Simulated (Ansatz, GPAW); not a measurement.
# Ballistic transport through a Zr chain with a Ti atom on top of one atom, cheap and dear

How well does a Zr chain with a Ti atom on top of one atom conduct at low bias, and how far do basis and functional move the answer?

Method: Ansatz plane waves; Landauer transmission by layers, zero bias, in the first sound run; inputs show where later runs differ, in GPAW 26.7.0 and Ansatz 0.2.0.

## (1) Starting point

The cell holds 14 atoms: 13 Zr and 1 Ti. Its edges and angles: a = 9.000 Å, b = 9.000 Å, c = 33.800 Å, α = 90.0°, β = 90.0°, γ = 90.0°. Regions: left lead, 6 atoms (6 Zr); channel, 2 atoms (1 Zr and 1 Ti); right lead, 6 atoms (6 Zr). Vacuum lies along a and b. The structure is stacked along c, and the current runs across the ab planes.

## (2) Plane waves, PBE

Plane waves give the reference curve, free of the bias of atom-centred orbitals.

input.yaml reads:

```yaml
crystal:
  lattice:
    - [9.0, 0.0, 0.0]
    - [0.0, 9.0, 0.0]
    - [0.0, 0.0, 33.8]
  atoms:
    - { symbol: Zr, position: [0.5, 0.5, 0.0384615385] }
    - { symbol: Zr, position: [0.5, 0.5, 0.1153846154] }
    - { symbol: Zr, position: [0.5, 0.5, 0.1923076923] }
    - { symbol: Zr, position: [0.5, 0.5, 0.2692307692] }
    - { symbol: Zr, position: [0.5, 0.5, 0.3461538462] }
    - { symbol: Zr, position: [0.5, 0.5, 0.4230769231] }
    - { symbol: Zr, position: [0.5, 0.5, 0.5] }
    - { symbol: Ti, position: [0.759011111, 0.5, 0.5] }
    - { symbol: Zr, position: [0.5, 0.5, 0.5769230769] }
    - { symbol: Zr, position: [0.5, 0.5, 0.6538461538] }
    - { symbol: Zr, position: [0.5, 0.5, 0.7307692308] }
    - { symbol: Zr, position: [0.5, 0.5, 0.8076923077] }
    - { symbol: Zr, position: [0.5, 0.5, 0.8846153846] }
    - { symbol: Zr, position: [0.5, 0.5, 0.9615384615] }
kpoints:
  mp_grid: { grid: [1, 1, 3] }
hamiltonian:
  xc: pbe
scf:
  occupations: { method: fermi_dirac, width: 0.1 }
output:
  transmission:
    leads: [[0, 1]]
    e_range: [-2, 2]
    de: 0.05
    kmesh: [1, 1]
    reduced_basis: true
  write_potential: true
  write_density: true
  volumetric_format: npy
```

On the command line:

```console
$ ansatz run input.yaml --threads 2 --pin off --max-ram 4096MiB --backend cpu --events-out ev --progress --plain --runs-dir out
```

Numbers of over 12 decimals in the logs are rounded to 6 here.

Log:

```text
Engine: ansatz 0.2.0, aarch64-unknown-linux-gnu
Pseudopotentials: kind: paw
Pseudopotential: Zr, paw, valence charge 12, recommended cutoff 420 eV (normal), Zr.paw.azcp
Pseudopotential: Ti, paw, valence charge 12, recommended cutoff 420 eV (normal), Ti.paw.azcp
Functional definition: PBE
  parameter kappa = 0.804
  parameter beta = 0.066725
  exchange = pbe_x(kappa = kappa, mu = beta*pi^2/3)
  correlation = pbe_c(beta = beta)
Crystal: 14 atoms, lattice volume = 2737.800 Å³
Basis set: ecut = 420 eV, 53525 PW (Γ)
Bands: 101, of which v1, the nominal top of the filled ones, is band 84 counted from 1 (83 counted from 0)
Symmetry: 4 space group operations
Space group: Pmm2 (ITA 25), of the structure as read, at distance tolerance 1.4e-4 Å
k-points: 2 of 3
Non-local potential: Zr, projectors of the file, l = 0: 3, l = 1: 2, l = 2: 2, l = 3: 2
Non-local potential: Ti, projectors of the file, l = 0: 3, l = 1: 2, l = 2: 3, l = 3: 1
PAW form: soft (Blöchl's): semilocal exchange-correlation on the pseudo side does not see the compensation charge
PAW one-centre angular grid: Zr, 590 points (default); XC on 64 Gauss nodes
PAW one-centre angular grid: Ti, 590 points (default); XC on 64 Gauss nodes
Initial density: superposition of atomic densities (neutral atoms: chi_scale 0, normalization atom), corrected by the library's trained network
Initial wavefunctions: pseudopotential atomic-orbital guess
Functional: x = pbe(κ = 0.804, μ = 0.219515), c = pbe(β = 0.066725)
SCF iter   1: F=—  HF=-56838.998977 eV  |F-HF|=—  |Δ(HF+E_count)|=         —  Δρ=9.40e-3  dr2=1.19e1  ethr=1.77e-3  ⟨swp⟩=10.5  Hψ=2059  notcnv=0
automatic band count: the SCF goes on with 118 bands, as 101 were too few: the levels above may hold too much charge
preconditioner: auto → LDOS  [metal: Δε(μ)=0.014 eV  Ē_g=1.647 eV  σ=0.100 eV  W_gap=0.04  n_scr=246 (ndim 8)  ℏωp=5.3 eV  f_vac=0.639  D(μ)=50.17/eV (n_scr^D=302)  β→1.0]
SCF iter   2: F=—  HF=-56838.848064 eV  |F-HF|=—  |Δ(HF+E_count)|=   1.51e-1  Δρ=3.96e-3  dr2=6.74e-1  ethr=1.77e-3  ⟨swp⟩=2.0  Hψ=390  notcnv=0
SCF iter   3: F=—  HF=-56838.869039 eV  |F-HF|=—  |Δ(HF+E_count)|=   2.10e-2  Δρ=2.28e-3  dr2=3.09e-1  ethr=4.01e-4  ⟨swp⟩=3.0  Hψ=461  notcnv=0
SCF iter   4: F=—  HF=-56838.850252 eV  |F-HF|=—  |Δ(HF+E_count)|=   1.88e-2  Δρ=6.11e-4  dr2=3.04e-2  ethr=1.84e-4  ⟨swp⟩=2.0  Hψ=281  notcnv=0
SCF iter   5: F=—  HF=-56838.849618 eV  |F-HF|=—  |Δ(HF+E_count)|=   6.34e-4  Δρ=3.62e-4  dr2=9.05e-3  ethr=1.81e-5  ⟨swp⟩=2.0  Hψ=304  notcnv=0
SCF iter   6: F=—  HF=-56838.848656 eV  |F-HF|=—  |Δ(HF+E_count)|=   9.62e-4  Δρ=8.39e-5  dr2=4.26e-4  ethr=5.39e-6  ⟨swp⟩=2.0  Hψ=292  notcnv=0
SCF iter   7: F=—  HF=-56838.848673 eV  |F-HF|=—  |Δ(HF+E_count)|=   1.65e-5  Δρ=3.27e-5  dr2=9.15e-5  ethr=2.54e-7  ⟨swp⟩=2.0  Hψ=347  notcnv=0
SCF iter   8: F=—  HF=-56838.848924 eV  |F-HF|=—  |Δ(HF+E_count)|=   2.51e-4  Δρ=2.35e-5  dr2=6.01e-5  ethr=5.45e-8  ⟨swp⟩=2.0  Hψ=323  notcnv=0
SCF iter   9: F=—  HF=-56838.848924 eV  |F-HF|=—  |Δ(HF+E_count)|=   6.98e-7  Δρ=1.14e-5  dr2=1.46e-5  ethr=3.58e-8  ⟨swp⟩=1.0  Hψ=236  notcnv=0
SCF iter  10: F=—  HF=-56838.848925 eV  |F-HF|=—  |Δ(HF+E_count)|=   3.13e-7  Δρ=3.51e-6  dr2=9.89e-7  ethr=8.72e-9  ⟨swp⟩=2.0  Hψ=240  notcnv=0
SCF iter  11: F=—  HF=-56838.848925 eV  |F-HF|=—  |Δ(HF+E_count)|=   5.19e-8  Δρ=1.41e-6  dr2=1.81e-7  ethr=5.89e-10  ⟨swp⟩=2.5  Hψ=364  notcnv=0
SCF iter  12: F=-56838.848925 eV  HF=-56838.848925 eV  |F-HF|=1.77e-8  |Δ(HF+E_count)|=   4.51e-8  Δρ=5.80e-7  dr2=3.34e-8  ethr=5.95e-11  ⟨swp⟩=6.0  Hψ=511  notcnv=0
SCF 1 converged in 12 iterations: F = -56838.848925 eV  dr2 = 3.34e-8
  greatest PAW one-centre occupation: 0.999 electrons in one spin orbital (limit 2), on the Ti atom at site 7 (counted from 0), in its partial waves of l = 0
transmission: 6 of 58 steps passed
transmission: 12 of 58 steps passed
[...]
transmission: 58 of 58 steps passed
WARN: The input density's exchange-correlation potential varies sharply where the density is thin. Do not read a vacuum level from v_tot or v_xc, or from such a field of the output density. On a cell that repeats whose density bears no net charge and no dipole along the vacuum's axis use v_es (v_loc + v_h of the components); under efield.dipole_correction with no amplitude use v_es + v_field, which holds any external [...]
SCF converged after 12 iterations
the last check of whether an eigenvalue changes by more than its tolerance under the output density was not made (no_room)
Free energy (F): -56838.848925 eV
Harris-Foulkes:  -56838.848925 eV  (|F-HF|=1.77e-8)
Internal energy: -56837.327616 eV  (E = F + TS)
E sigma→0 (E₀):  -56838.088270 eV
Entropy (-TS):   -1.521309 eV (-108.665 meV/atom)
Fermi energy:    -1.347384 eV
--- Per-component energies (eV) ---
  E_band       = -3990.874115
  E_kinetic    = 4583.704223
  E_local      = -32576.159959  (includes V_loc(G=0)·N_el)
  E_nonlocal   = 1103.382775
  E_hartree    = 13338.515538
  E_xc         = -2153.391912
  E_vxc        = -2542.755531  (∫ρ·V_xc dr)
  E_paw        = -39465.710050  (= ΣΔE_a)
  E_vpaw       = -1236.069939  (= ΣTr[D̂ρ^β])
  E_aug_tail   = 0.000467  (compensation charges beyond the density's cutoff)
  E_ewald      = -1667.668697
  E_smearing   = -1.521309  (= −TS)
  E_closure    = 0.000000  (closes the sum)
  Σ components = -56838.848925   (vs F -56838.848925, Δ=0.00e0)
--- Band table (eV) ---
  k-point 0: bands = [... 80 lower, -1.4804, -1.4092, -1.3482, -1.3169, -1.3045, -1.2806, -1.2557, -1.1922, ... 30 higher]
  k-point 1: bands = [... 80 lower, -1.4898, -1.4247, -1.3409, -1.3116, -1.3098, -1.2918, -1.2732, -1.2320, ... 30 higher]
--- Transmission ---
  basis      : 717 plane waves across, 58 finite elements along
  points     : 1, standing for a mesh of 1 x 1
  energies   : 81 from -2.000000 to 2.000000 eV about the Fermi level, 0.050000 eV apart; the leads are filled to 0.000000 eV, and channels, transmission and decay are at 0.000000 eV
  crystal 0  : Zr1, at the sites [0, 1], period 2.6000 Å, over 31.20 Å; its Hamiltonian steps by up to 0.9 meV
    offset         : up to 0.0000 Å between an atom of the period and one for which it stands
    channels       : 5.000000e0 a spin
    conductance    : none, the energies end too early or step too widely for 300 K: set another output.transmission.e_range or a lower de, or, where they end at an eighth of basis.ecutwfc, a higher one
  junction   : crystal 0 to crystal 0, 0.70 to 31.90 Å
    transmission   : 3.178060e0 a spin
    conductance    : none, the energies end too early or step too widely for 300 K: set another output.transmission.e_range or a lower de, or, where they end at an eighth of basis.ecutwfc, a higher one
```

The job ended after 29 min (2 threads of Arm Neoverse V2, shared host; peak memory 3.5 GiB).

This step gave:

```yaml
free_energy: -56838.8489 eV
smearing_term_ts: 1.521 eV
symmetry_operations: 4
lead_level: 0 eV from the Fermi level
transmission_at_the_fermi_level_one_spin: 3.178
open_channels_of_the_lead_at_the_fermi_level_one_spin: 5
step_of_the_potential_along_the_lead: 0.9 meV
offset_of_the_lead: 0 Å
```

One spin. Transmission, zone mean against energy, zero at the Fermi level:

energy (eV), transmission, zone mean and a bar from the least value:
```
    -2.00       0.97 ##
    -1.85       0.97 ##
    -1.70       0.97 ##
    -1.60       0.76 
    -1.45       1.49 ########
    -1.30       1.83 ############
    -1.15       1.62 #########
    -1.05       2.24 ################
    -0.90       3.08 #########################
    -0.75       3.24 ###########################
    -0.70       3.27 ###########################
    -0.60       3.17 ##########################
    -0.50       3.21 ###########################
    -0.35       3.46 #############################
    -0.20       3.24 ###########################
    -0.05       3.12 ##########################
     0.00       3.18 ##########################
     0.05       3.37 ############################
     0.15       3.52 ##############################
     0.20       3.50 ##############################
     0.35       3.19 ##########################
     0.50       2.70 #####################
     0.60       2.28 #################
     0.75       2.08 ##############
     0.90       2.01 ##############
     1.05       1.95 #############
     1.15       1.85 ############
     1.25       2.40 ##################
     1.30       2.24 ################
     1.45       2.29 #################
     1.60       2.13 ###############
     1.70       2.04 ##############
     1.85       1.86 ############
     2.00       1.67 ##########
```

One spin. The open channels, zone mean by energy, zero at the Fermi level:

energy (eV), open channels, zone mean and a bar from the least value:
```
    -2.00       1.00 
    -1.90       1.00 
    -1.80       1.00 
    -1.70       1.00 
    -1.55       1.00 
    -1.45       3.00 ############
    -1.35       3.00 ############
    -1.25       3.00 ############
    -1.15       3.00 ############
    -1.05       3.00 ############
    -0.90       4.00 ##################
    -0.80       4.00 ##################
    -0.70       4.00 ##################
    -0.60       4.00 ##################
    -0.50       4.00 ##################
    -0.40       4.00 ##################
    -0.25       4.00 ##################
    -0.15       4.00 ##################
    -0.05       4.00 ##################
     0.00       5.00 ########################
     0.05       6.00 ##############################
     0.15       6.00 ##############################
     0.25       6.00 ##############################
     0.40       6.00 ##############################
     0.50       6.00 ##############################
     0.60       6.00 ##############################
     0.70       6.00 ##############################
     0.80       6.00 ##############################
     0.90       6.00 ##############################
     1.05       6.00 ##############################
     1.15       6.00 ##############################
     1.25       6.00 ##############################
     1.35       4.00 ##################
     1.45       4.00 ##################
     1.55       4.00 ##################
     1.70       4.00 ##################
     1.80       4.00 ##################
     1.90       4.00 ##################
     2.00       2.00 ######
```

Crystal 0, spin -, k parallel (0, 0); distinct values, listed up to 1.5 1/Å. The Im kz of the slowest decaying states by energy, zero at the Fermi level:

| energy (eV) | decay 1 (Å⁻¹) | decay 2 (Å⁻¹) | decay 3 (Å⁻¹) | decay 4 (Å⁻¹) |
| --- | --- | --- | --- | --- |
| -2.0000 | 0.300 | 0.300 | 0.470 | 0.836 |
| -1.7500 | 0.210 | 0.210 | 0.397 | 0.786 |
| -1.5000 | 0.313 | 0.731 | 0.743 | 0.989 |
| -1.2500 | 0.206 | 0.671 | 0.683 | 0.953 |
| -1.0000 | 0.604 | 0.616 | 0.916 | 0.916 |
| -0.7500 | 0.526 | 0.539 | 0.877 | 0.877 |
| -0.5000 | 0.431 | 0.447 | 0.835 | 0.835 |
| -0.2500 | 0.303 | 0.325 | 0.790 | 0.790 |
| 0.0000 | 0.0870 | 0.742 | 0.742 | 0.912 |
| 0.2500 | 0.690 | 0.690 | 0.874 | 1.02 |
| 0.5000 | 0.630 | 0.630 | 0.835 | 0.989 |
| 0.7500 | 0.560 | 0.560 | 0.794 | 0.953 |
| 1.0000 | 0.468 | 0.468 | 0.751 | 0.916 |
| 1.2500 | 0.276 | 0.277 | 0.705 | 0.877 |
| 1.5000 | 0.279 | 0.279 | 0.655 | 0.836 |
| 1.7500 | 0.306 | 0.306 | 0.602 | 0.793 |
| 2.0000 | 0.106 | 0.115 | 0.314 | 0.315 |

Crystal 0, spin -, k parallel (0, 0). Re kz of states that move upwards against energy, zero at the Fermi level:

| energy (eV) | channel 1 (Å⁻¹) | channel 2 (Å⁻¹) | channel 3 (Å⁻¹) | channel 4 (Å⁻¹) | channel 5 (Å⁻¹) | channel 6 (Å⁻¹) |
| --- | --- | --- | --- | --- | --- | --- |
| -2.0000 | 0.227 | - | - | - | - | - |
| -1.7500 | 0.284 | - | - | - | - | - |
| -1.5000 | -1.15 | -1.15 | 0.338 | - | - | - |
| -1.2500 | -0.981 | -0.981 | 0.390 | - | - | - |
| -1.0000 | -0.889 | -0.889 | 0.0844 | 0.444 | - | - |
| -0.7500 | -0.816 | -0.815 | 0.225 | 0.500 | - | - |
| -0.5000 | -0.751 | -0.751 | 0.298 | 0.555 | - | - |
| -0.2500 | -0.691 | -0.691 | 0.351 | 0.610 | - | - |
| 0.0000 | -0.634 | -0.634 | 0.0716 | 0.393 | 0.663 | - |
| 0.2500 | -0.577 | -0.577 | 0.308 | 0.327 | 0.430 | 0.715 |
| 0.5000 | -0.517 | -0.517 | 0.450 | 0.463 | 0.463 | 0.764 |
| 0.7500 | -0.451 | -0.451 | 0.494 | 0.564 | 0.574 | 0.812 |
| 1.0000 | -0.364 | -0.364 | 0.522 | 0.667 | 0.675 | 0.860 |
| 1.2500 | -0.136 | -0.134 | 0.550 | 0.766 | 0.773 | 0.906 |
| 1.5000 | 0.577 | 0.869 | 0.875 | 0.952 | - | - |
| 1.7500 | 0.603 | 0.992 | 0.998 | 0.999 | - | - |
| 2.0000 | 0.629 | 1.05 | - | - | - | - |

The electrostatic potential energy of an electron (with the applied field's), less the Fermi level, planar mean oscillates, so the rows of the table below give means over windows of 2.54 Å about each position, cut where the curve ends. Its maxima inside the range that stand out by 2 % of the span (Å: eV): 2.5: 3.13, 5.2: 3.14, 7.7: 3.13, 10.4: 3.12, 13.0: 3.13, 15.5: 2.88, 18.3: 2.88, 20.8: 3.13, 23.4: 3.12, 26.1: 3.13, 28.6: 3.14, 31.3: 3.13. Its minima: 1.3: 0.848, 3.9: 0.853, 6.5: 0.844, 9.2: 0.849, 11.7: 0.824, 14.4: 0.847, 16.9: -0.618, 19.4: 0.847, 22.1: 0.824, 24.6: 0.849, 27.3: 0.844, 29.9: 0.853, 32.5: 0.848.

Table of electrostatic potential energy of an electron (with the applied field's), less the Fermi level, planar mean by z; means over each step:

| z (Å) | electrostatic potential energy of an electron (with the applied field's), less the Fermi level, planar mean (eV) |
| --- | --- |
| 1.27 | 2.07 |
| 3.81 | 2.07 |
| 6.35 | 2.07 |
| 8.89 | 2.06 |
| 11.43 | 2.06 |
| 13.97 | 2.05 |
| 16.51 | 1.16 |
| 19.05 | 1.95 |
| 21.59 | 2.07 |
| 24.13 | 2.07 |
| 26.67 | 2.09 |
| 29.21 | 2.09 |
| 31.75 | 2.10 |

The valence density, planar mean oscillates, so the rows of the table below give means over windows of 2.61 Å about each position, cut where the curve ends. Its maxima inside the range that stand out by 2 % of the span (Å: e/Å³): 1.3: 0.0999, 3.9: 0.1000, 6.5: 0.0999, 9.2: 0.0999, 11.7: 0.0997, 14.4: 0.101, 16.9: 0.247, 19.4: 0.101, 22.1: 0.0997, 24.6: 0.0999, 27.3: 0.0999, 29.9: 0.1000, 32.5: 0.0999. Its minima: 2.5: 0.0223, 5.2: 0.0222, 7.7: 0.0223, 10.4: 0.0222, 13.0: 0.0224, 15.5: 0.0266, 18.3: 0.0266, 20.8: 0.0224, 23.4: 0.0222, 26.1: 0.0223, 28.6: 0.0222, 31.3: 0.0223.

The valence density, planar mean by z; means over each step:

| z (Å) | valence density, planar mean (e/Å³) |
| --- | --- |
| 1.30 | 0.0568 |
| 3.92 | 0.0569 |
| 6.53 | 0.0568 |
| 9.14 | 0.0568 |
| 11.75 | 0.0569 |
| 14.36 | 0.0581 |
| 16.97 | 0.111 |
| 19.58 | 0.0579 |
| 22.19 | 0.0568 |
| 24.80 | 0.0569 |
| 27.41 | 0.0568 |
| 30.02 | 0.0569 |
| 32.63 | 0.0608 |

T at the Fermi level is 3.18 of 5 open channels a spin.

(Part 1 of 3 ends here.)

[Logs are printed without paths, hosts, clocks, repeated set-up lines and the standing remarks that a program may print on its own settings, such as how far it seeks lower states.]

[Hosts, paths, dates, database ids (printed as entryN), source tags and the programs' standing remarks are cut or masked in the printed files.]
